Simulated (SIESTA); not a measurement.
TePt in SIESTA: the effect of Hubbard term

The system is TePt.

```
Pt Te
1.0
     1.98157    1.14406    6.66103
    -1.98157    1.14406    6.66103
     0.00000   -2.28812    6.66103
Pt Te
2 2
Direct
  0.12967 0.12967 0.12967
  0.87033 0.87033 0.87033
  0.40200 0.40200 0.40200
  0.59800 0.59800 0.59800
```

Alike in all runs:

```yaml
Program: SIESTA 5.4.2
Task: density of states
Functional: PBEsol
Potentials_or_basis: PseudoDojo 0.4 standard (PBEsol files)
Basis: DZP (energy shift 0.003 Ry; two zetas on semicore shells)
Grid_cutoff: 800 Ry
Energy_shift: 0.003 Ry
k_mesh: 6 × 6 × 6
Occupations: fermi-dirac, width 0.05 eV
Spin: no spin polarisation
Hubbard_projector_method: 1
U_from_the_first_cycle: yes
broadening_eV: 0.2 eV
window_from_eV: -25 eV
window_to_eV: 15 eV
energy_points: 201
```

| Hubbard term | pressure (GPa) | largest force (eV/Å) |
| --- | --- | --- |
| none | 2.9 | 0.76 |
| Pt d U = 2 eV | ? | ? |
| Pt d U = 4 eV | 0.7 | 0.87 |
| Pt d U = 6 eV | -0.2 | 0.90 |

What does the run with Hubbard term Pt d U = 2 eV give?

Pressure 1.8 GPa; largest force 0.82 eV/Å.

Worked out: A straight line through the other rows of the pressure, of slope -0.521 GPa per eV, gives 1.8 GPa, against the run's 1.8. A straight line through the other rows of the largest force, of slope 0.0239 eV/Å per eV, gives 0.81 eV/Å, against the run's 0.82.

Caveats: short orbitals over semicore shells can move pressures by several GPa; the basis of atomic orbitals isn't converged, which shifts pressures, moduli and gaps; U without spin polarisation on a metal has little footing (some runs); the U is typed as a test and isn't derived for this compound (some runs).
